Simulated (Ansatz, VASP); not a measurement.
This is a calculation of Pb for VASP 6.6.1.

Contents of INCAR:

```
SYSTEM = Pb
PREC = Accurate
ENCUT = 520
EDIFF = 1E-7
ISMEAR = -1
SIGMA = 0.05
LREAL = .False.
LASPH = .True.
NELM = 80
ALGO = Normal
ISIF = 2
LWAVE = .False.
LCHARG = .False.
GGA = PE
NBANDS = 13
```

Contents of KPOINTS:

```
regular mesh
0
Gamma
  9 9 9
  0 0 0
```

Contents of POSCAR:

```
Pb
1.0
   -1.9392470115      1.9392470115      1.9392470115
    1.9392470115     -1.9392470115      1.9392470115
    1.9392470115      1.9392470115     -1.9392470115
Pb
1
Direct
    0.0000000000      0.0000000000      0.0000000000
```

Potentials or basis: VASP PAW PBE potentials, release 64 (Pb_d).

Command:

```sh
$ cat potpaw_PBE.64/Pb_d/POTCAR > POTCAR
$ mpirun -np 1 vasp_std > vasp.out
```

Q: Set up the same calculation for Ansatz 0.2.0. Potentials there: Ansatz PAW.

A: As run (the cutoff follows the program's own potentials):

input.yaml

```yaml
crystal:
  lattice:
    - [-1.9392470115, 1.9392470115, 1.9392470115]
    - [1.9392470115, -1.9392470115, 1.9392470115]
    - [1.9392470115, 1.9392470115, -1.9392470115]
  atoms:
    - { symbol: Pb, position: [0.0, 0.0, 0.0] }
hamiltonian:
  xc: pbe
  pseudopotentials: { kind: paw }
kpoints:
  mp_grid: { grid: [9, 9, 9] }
scf:
  occupations: { method: fermi_dirac, width: 0.05 }
output:
  forces: true
  stress: true
  eigenvalues: true
```

Potentials or basis: Ansatz PAW.

The run is started by

```console
$ ansatz run input.yaml --threads 1 --pin off --max-ram 3584MiB --backend cpu --events-out ev --progress --plain --runs-dir out
```

Both were run:

|  | VASP | Ansatz | Ansatz less VASP |
| --- | --- | --- | --- |
| gap on the k mesh at the Fermi level (eV) | none | none | - |
| pressure (GPa) | 3.9 | 3.9 | +0.06 |

A gap of «none» marks a metal or a gap that the smearing closes.

The runs have no spin-orbit coupling, so splittings on Pb are missing.
